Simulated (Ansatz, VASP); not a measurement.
**BN in VASP and in Ansatz**

File INCAR:

```
PREC = Accurate
ENCUT = 520
EDIFF = 1E-6
ISMEAR = 0
SIGMA = 0.05
LREAL = F
LASPH = T
NELM = 60
ALGO = Normal
ISIF = 2
LWAVE = F
LCHARG = F
GGA = PE
NBANDS = 26
```

Contents of KPOINTS:

```
Automatic mesh
0
Gamma
  6 6 6
```

The input POSCAR:

```
BN
1.0
    3.6260020000      0.0000000000      0.0000000000
    0.0000000000     -3.6260020000      0.0000000000
    0.0000000000      0.0000000000     -3.6260020000
B N
4 4
Direct
    0.0000000000      0.5000000000      0.5000000000
    0.5000000000      0.0000000000      0.5000000000
    0.5000000000      0.5000000000      0.0000000000
    0.0000000000      0.0000000000      0.0000000000
    0.7500000000      0.7500000000      0.7155267703
    0.2500000000      0.2500000000      0.7500000000
    0.2500000000      0.7500000000      0.2500000000
    0.7500000000      0.2500000000      0.2500000000
```

Input for Ansatz:

```yaml
crystal:
  lattice:
    - [3.626002, 0.0, 0.0]
    - [0.0, -3.626002, 0.0]
    - [0.0, 0.0, -3.626002]
  atoms:
    - { symbol: B, position: [0.0, 0.5, 0.5] }
    - { symbol: B, position: [0.5, 0.0, 0.5] }
    - { symbol: B, position: [0.5, 0.5, 0.0] }
    - { symbol: B, position: [0.0, 0.0, 0.0] }
    - { symbol: "N", position: [0.75, 0.75, 0.7155267703] }
    - { symbol: "N", position: [0.25, 0.25, 0.75] }
    - { symbol: "N", position: [0.25, 0.75, 0.25] }
    - { symbol: "N", position: [0.75, 0.25, 0.25] }
basis:
  ecutwfc: 420
kpoints:
  mp_grid: { grid: [6, 6, 6] }
hamiltonian:
  xc: pbe
scf:
  occupations: { method: gaussian, width: 0.05 }
output:
  forces: true
  stress: true
  eigenvalues: true
```

Alike in both runs: task single point; functional PBE; k mesh 6 × 6 × 6; occupations gaussian, width 0.05 eV; no spin polarisation.

```csv
,VASP,Ansatz
version,VASP 6.6.1,Ansatz 0.2.0
potentials or method,"VASP PAW PBE potentials, release 64 (B, N)","scalar-relativistic, plane waves, PAW"
plane-wave cutoff (eV),520,420
valence electrons in the cell,32,32
```

|  | VASP | Ansatz | Ansatz less VASP |
| --- | --- | --- | --- |
| gap on the k mesh at the Fermi level (eV) | 4.12 | 4.13 | +0.012 |
| least direct gap on the mesh (eV) | 4.12 | 4.13 | +0.012 |
| pressure (GPa) | 1.2 | 1.0 | -0.24 |
| largest component of the traceless stress (GPa) | 0.90 | 0.89 | -0.009 |
| rms of the force components (eV/Å) | 0.977 | 0.973 | -0.0046 |

Atom by atom the forces differ by 0.005 eV/Å (rms over components).

Caveats: forces of over 1 eV/Å show positions far from the minimum, so gaps and moduli don't describe the material at rest. A k mesh can miss the band edges.
